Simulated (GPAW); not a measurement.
Runs of GPAW 26.7.0 on SnSe2. The structure is trigonal, space group P-3m1 (No. 164). Conventional cell: a = 3.811 Å, b = 3.811 Å, c = 6.136 Å, α = 90.00°, β = 90.00°, γ = 120.00°. Sn (site symmetry -3m) is surrounded by 6 Se at 2.68 Å. Se (site symmetry 3m) has 3 Sn at 2.68 Å as nearest neighbours. 

| task | level | potentials or basis | spin | cell | k mesh | cutoff (eV) | smearing | maxiter | k mesh for the Wannier functions | dis froz max | extra bands | num iter | other keys | mesh quality | gap on the mesh (eV) | pressure (GPa) | largest force (eV/Å) |
| --- | --- | --- | --- | --- | --- | --- | --- | --- | --- | --- | --- | --- | --- | --- | --- | --- | --- |
| wannier90 | AM05 | PAW data sets generated in the run's folder for this functional, pw | off | as given | 8 × 8 × 5 | 600 | fermi-dirac 0.05 eV | 150 | 5 × 5 × 5 | 3 | 4 | 500 | - | not flagged | (a) | 2.6 | 0.48 |
| hybrid scf | TPSSh+D4 | GPAW PAW data sets (gpaw-data 1.2.1), pw | off | as given | 4 × 4 × 2 | 450 | fermi-dirac 0.001 eV | 40 | - | - | - | - | - | coarse | 1.49 | - | - |
| wannier90 | revPBE | the program's PAW data sets (release 1.2.1) made for this functional, pw | off | as given | 8 × 8 × 5 | 600 | fermi-dirac 0.05 eV | 80 | 6 × 6 × 5 | 2 | 8 | 200 | several, not listed | not flagged | (b) | 6.7 | 0.79 |
| relaxation of cell and atoms | r2SCAN+D3(BJ) | GPAW PAW data sets (gpaw-data 1.2.1), pw | off | relaxed | 6 × 6 × 3 | 600 | fermi-dirac 0.05 eV | 150 | - | - | - | - | - | not flagged | 1.04 | 0.0 | 0.01 |
| band structure | PW91 | PAW data sets generated in the run's folder for this functional, pw | SOC, no magnetisation | as given | 6 × 6 × 3 | 600 | fermi-dirac 0.05 eV | 150 | - | - | - | - | - | not flagged | 0.71 | 5.3 | 0.73 |

Question: Estimate the missing entries.

Answer: (a) 0.79; (b) 0.87.

Caveats: some runs use coarse meshes; spin-orbit coupling is left out, which moves the levels of the heavy elements (some runs); this functional lacks dispersion, which binds the layers, so the pressure and a relaxed spacing across them are unreliable (some runs); the PAW data sets were made with another functional, which shifts forces and pressure a little (some runs); exact exchange converges slowly with the k mesh, and this mesh is small (some runs); the scaled meta-GGA exchange is a class typed in the script (some runs); later steps reuse the first step's grids (some runs); an odd mesh through Γ misses points on the zone boundary, where band edges often lie (some runs).

A k mesh can miss the band edges, and rows without SOC leave out spin-orbit coupling on Se, Sn.

Runs at the PBE level aren't shown here.
